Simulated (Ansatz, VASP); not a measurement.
# Two plane-wave programs on P

```
P
1.0
     3.14308    0.00000    0.00000
    -1.57154    2.72198    0.00000
     0.00000    0.00000    3.10896
P
2
Direct
  0.33333 0.66667 0.25000
  0.66667 0.33333 0.75000
```

Alike in both runs: functional PBE; k mesh 17 × 17 × 9; occupations fermi-dirac, width 0.05 eV; no spin polarisation.

Ansatz relaxed the structure, and its values are those at the end. VASP's run is a single point on that final structure, the one shown.

|  | VASP | Ansatz |
| --- | --- | --- |
| version | VASP 6.6.1 | Ansatz 0.2.0 |
| potentials or method | VASP PAW PBE potentials, release 64 (P) | PAW with Ansatz's default frozen-core files, scalar-relativistic |
| plane-wave cutoff (eV) | 520 | 420 |
| valence electrons in the cell | 10 | 10 |

Ansatz gave:

```
pressure (GPa) : 15.0
```

Question: Which values does VASP return?

Answer: Pressure (GPa): 14.6.

With one functional, cell and mesh, what is left measures potentials, basis and numerics.
